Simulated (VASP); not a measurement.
Set up this calculation in VASP 6.6.1, as the native input.

```
Task                   : single point
Functional             : PBEsol
Potentials or basis    : VASP PAW PBE potentials, release 64 (Al, P)
Cutoff                 : 520 eV
k mesh                 : 8 × 8 × 8
Occupations            : gaussian, width 0.02 eV
Spin                   : no spin polarisation
Dipole correction      : no
Further INCAR settings : ALGO = Fast; EDIFF = 1e-07; NBANDS = 11
```

The structure of AlP lies in POSCAR:

```
AlP
1.0
    0.0000000000      2.7719152650      2.7719152650
    2.7719152650      0.0000000000      2.7719152650
    2.7719152650      2.7719152650      0.0000000000
Al P
1 1
Direct
    0.0000000000      0.0000000000      0.0000000000
    0.7500000000      0.7500000000      0.7500000000
```

The cell isn't the ideal one: strained and moved within the space group.

These files were run (other wordings do the same):

INCAR

```
SYSTEM = AlP
PREC = Accurate
ENCUT = 520
EDIFF = 1E-7
ISMEAR = 0
SIGMA = 0.02
LREAL = .False.
LASPH = .True.
NELM = 100
ALGO = Fast
ISIF = 2
LWAVE = .False.
LCHARG = .True.
GGA = PS
LELF = .True.
LVHAR = .True.
NBANDS = 11
```

KPOINTS

```
Automatic mesh
0
Gamma
  8 8 8
  0 0 0
```

Potentials or basis: VASP PAW PBE potentials, release 64 (Al, P).

Launch:

```sh
$ cat potpaw_PBE.64/Al/POTCAR potpaw_PBE.64/P/POTCAR > POTCAR
$ mpirun -np 1 vasp_std > vasp.out
```

It gave:

| Property | Result |
| --- | --- |
| Pressure | -3.2 GPa |
| Band gap on the k mesh | 1.52 eV, indirect (least direct gap 2.82 eV) |

Caveat: the PAW data sets were made with another functional, which shifts forces and pressure a little.

Wall time 8.8 s on 1 thread of Intel(R) Xeon(R) 6975P-C (Granite Rapids), with other jobs on the host, peak memory 0.16 GiB.
